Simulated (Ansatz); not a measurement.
# BP (F-43m) in Ansatz: single point with PBE

Aim: the single point of BP with PBE.

All numbers are computed with Ansatz 0.2.0; they aren't measurements. Logs are shortened: lines on timing, memory, paths and dates and some standing lists are left out, and cuts for length are marked.

## (1) The cell of the first run

It takes space group F-43m (No. 216, cubic). The conventional cell has a = 4.538 Å, b = 4.538 Å, c = 4.538 Å, α = 90.00°, β = 90.00°, γ = 90.00°. Around P (site symmetry -43m) lie 4 B at 1.97 Å. B (site symmetry -43m) has 4 P at 1.97 Å as nearest neighbours.

## (2) Single point, PBE (the cell as VASP's run set it)

File input.yaml:

```yaml
crystal:
  lattice:
    - [3.20885057, 0.0, 0.0]
    - [1.604425285, 2.7789461106, 0.0]
    - [1.604425285, 0.9263153702, 2.6200155191]
  atoms:
    - { symbol: P, position: [0.75, 0.75, 0.75] }
    - { symbol: B, position: [0.0, 0.0, 0.0] }
kpoints:
  mp_grid: { grid: [10, 10, 10] }
scf:
  occupations: { method: gaussian, width: 0.02 }
hamiltonian:
  xc: pbe
  pseudopotentials: { kind: all_electron, lapw: { basis_error: 0.001 } }
output:
  forces: true
  stress: true
  eigenvalues: true
```

Potentials or basis: all-electron LAPW, scalar-relativistic.

Command:

```bash
ansatz run input.yaml --threads 1 --pin off --max-ram 3072MiB --backend cpu --events-out ev --progress --plain --runs-dir out
```

Log:

```text
Warning: RAYON_NUM_THREADS=1 ignored (pool sized by the plan → 1); use --threads N
LAPW: plane waves up to 8.585 Å⁻¹, error target 1.0e-3 eV per atom; small_component_spin mean_spin; B in spheres of 0.908 Å, 5 of its electrons in bands, Dirac shells []; P in spheres of 1.057 Å, 13 of its electrons in bands, Dirac shells [] (how accurate: hamiltonian.pseudopotentials.lapw.basis_error, Limitations)
Engine: ansatz 0.2.0, x86_64-unknown-linux-gnu
Pseudopotentials: kind: all_electron
Pseudopotential: P, LAPW, valence charge 13, lapw/all_electron/scalar/gaussian/P, Koelling and Harmon's equation, gaussian nucleus
Pseudopotential: B, LAPW, valence charge 5, lapw/all_electron/scalar/gaussian/B, Koelling and Harmon's equation, gaussian nucleus
Functional definition: PBE
  parameter kappa = 0.804
  parameter beta = 0.06672455060314922
  exchange = pbe_x(kappa = kappa, mu = beta*pi^2/3)
  correlation = pbe_c(beta = beta)
Crystal: 2 atoms, lattice volume = 23.363 Å³
Basis set: ecut = 280.7857565406739 eV, 259 PW (Γ), exchange–correlation at level 2
Bands: 13, of which v1, the nominal top of the filled ones, is band 9 counted from 1 (8 counted from 0)
Symmetry: 24 space group operations
Space group: F-43m (ITA 216), of the structure as read, at distance tolerance 2.9e-5 Å
k-points: 47 of 1000 (time reversal used)
Non-local potential: P, projectors of the file, none
Non-local potential: B, projectors of the file, none
Initial density: superposition of atomic densities (chi_scale 0.1, normalization cell, long waves kept (reshape's long-wave potential 0.00 eV rms))
Initial wavefunctions: plane waves of lowest kinetic energy (no species holds an atomic orbital)
Functional: x = pbe(κ = 0.804, μ = 0.2195149727645171), c = pbe(β = 0.06672455060314922)
iter 1 solved again at ethr=1.07e-2 eV; its pass at ethr=1.00e-1 eV (dr2=1.92e0 eV) is discarded
SCF iter   1: F=—  HF=-9986.693823 eV  |F-HF|=—  |Δ(HF+E_count)|=         —  Δρ=8.57e-2  dr2=1.93e0  ethr=1.07e-2  ⟨swp⟩=2.0  Hψ=4532  notcnv=0
preconditioner: auto → none  [insulator: Δε(μ)=1.921 eV  Ē_g=12.925 eV  σ=0.020 eV  W_gap=1.00  n_scr=8 (ndim 8)  ℏωp=21.7 eV  f_vac=0.000  D(μ)=0.00/eV (n_scr^D=0)  ε∞_Penn≈3.8]
iter 2 solved again at ethr=8.48e-4 eV; its pass at ethr=1.07e-2 eV (dr2=1.53e-1 eV) is discarded
SCF iter   2: F=—  HF=-9986.060898 eV  |F-HF|=—  |Δ(HF+E_count)|=   6.33e-1  Δρ=2.78e-2  dr2=1.53e-1  ethr=8.48e-4  ⟨swp⟩=2.0  Hψ=3281  notcnv=0
SCF iter   3: F=—  HF=-9986.023840 eV  |F-HF|=—  |Δ(HF+E_count)|=         —  Δρ=1.10e-2  dr2=2.07e-2  ethr=8.48e-4  ⟨swp⟩=2.0  Hψ=1685  notcnv=0
the basis was enlarged: its passes take 161.9 KiB over the memory plan, 1 of 1 planned eigensolver slots
SCF iter   4: F=—  HF=-9986.021128 eV  |F-HF|=—  |Δ(HF+E_count)|=   2.71e-3  Δρ=1.31e-3  dr2=1.75e-4  ethr=1.15e-4  ⟨swp⟩=2.4  Hψ=1718  notcnv=0
SCF iter   5: F=—  HF=-9986.021241 eV  |F-HF|=—  |Δ(HF+E_count)|=   1.13e-4  Δρ=1.48e-4  dr2=2.86e-6  ethr=9.71e-7  ⟨swp⟩=2.7  Hψ=1575  notcnv=0
SCF iter   6: F=-9986.021244 eV  HF=-9986.021244 eV  |F-HF|=7.98e-8  |Δ(HF+E_count)|=   3.51e-6  Δρ=1.60e-5  dr2=3.23e-8  ethr=1.59e-8  ⟨swp⟩=3.0  Hψ=1655  notcnv=0
SCF 1 converged in 6 iterations: F = -9986.021244 eV  dr2 = 3.23e-8
SCF converged after 6 iterations
Free energy (F): -9986.021244 eV
Harris-Foulkes:  -9986.021244 eV  (|F-HF|=7.98e-8)
Internal energy: -9986.021244 eV  (E = F + TS)
E sigma→0 (E₀):  -9986.021244 eV
Fermi energy:    10.822679 eV
--- Per-component energies (eV) ---
  E_band       = -1264.064023
  E_kinetic    = 10016.164304
  E_xc         = -743.633237
  E_electrostatic = -19258.552312  (all electrons and nuclei)
  E_smearing   = -0.000000  (= −TS)
  E_closure    = 0.000000  (closes the sum)
  E_atoms      = -9973.111326  (free atoms, spherical and without spin; not in F)
  Σ components = -9986.021244   (vs F -9986.021244, Δ=0.00e0)
  Basis errors (estimates in eV, not in F): energy 6.2e-4 per atom: plane waves 6.0e-4 (3.6e-4 summed), levels above the bands 0.0e0, relativity 9.0e-9, radial functions 2.7e-5, core shells 2.8e-13; eigenvalues (radial functions only) 3.0e-6; not estimated: angular momenta, meshes, grids; target (lapw.basis_error) 1.0e-3; muffin-tin radii B 0.908 Å, P 1.057 Å
--- Forces (eV/Å), atoms counted from 1 ---
  atom   1  P      0.00000000    -0.00000000    -0.00000000
  atom   2  B     -0.00000000    -0.00000000     0.00000000
  max |Σ_I F_I| component: 3.82e-17 eV/Å
--- Stress (GPa, compression-positive) ---
        1.091118      -0.000000       0.000000
       -0.000000       1.091118      -0.000000
        0.000000      -0.000000       1.091118
  P = ⅓ Tr σ = 1.0911 GPa (10.911 kbar)
--- Band table (eV; the first three rows and the last of 47) ---
  k-point 0: bands = ["-162.7711", "-158.1671", "-108.6434", "-108.6434", "-108.6434", "-5.2573", "10.1997", "10.1997", "10.1997", "13.6067", "13.6067", "13.6067", "17.5790"]
  k-point 1: bands = ["-162.7711", "-158.1671", "-108.6434", "-108.6434", "-108.6434", "-5.0771", "8.9003", "9.9058", "9.9058", "14.0133", "14.0133", "14.0396", "18.1007"]
  k-point 2: bands = ["-162.7710", "-158.1671", "-108.6434", "-108.6434", "-108.6434", "-4.5436", "6.5601", "9.3477", "9.3477", "14.2347", "14.7304", "14.7304", "19.2738"]
  k-point 46: bands = ["-162.7710", "-158.1671", "-108.6435", "-108.6435", "-108.6435", "-0.1593", "2.0781", "4.6749", "4.8442", "14.8061", "15.6102", "18.4305", "18.8747"]
```

Run time: 10 s. Hardware: 1 thread of Intel Xeon at 2.70GHz, shared host; peak memory 0.26 GiB.

Results:

* Free energy: -9986.0212 eV
* Pressure: 1.1 GPa
* Band gap on the k mesh: 1.25 eV, indirect (least direct gap 3.41 eV)
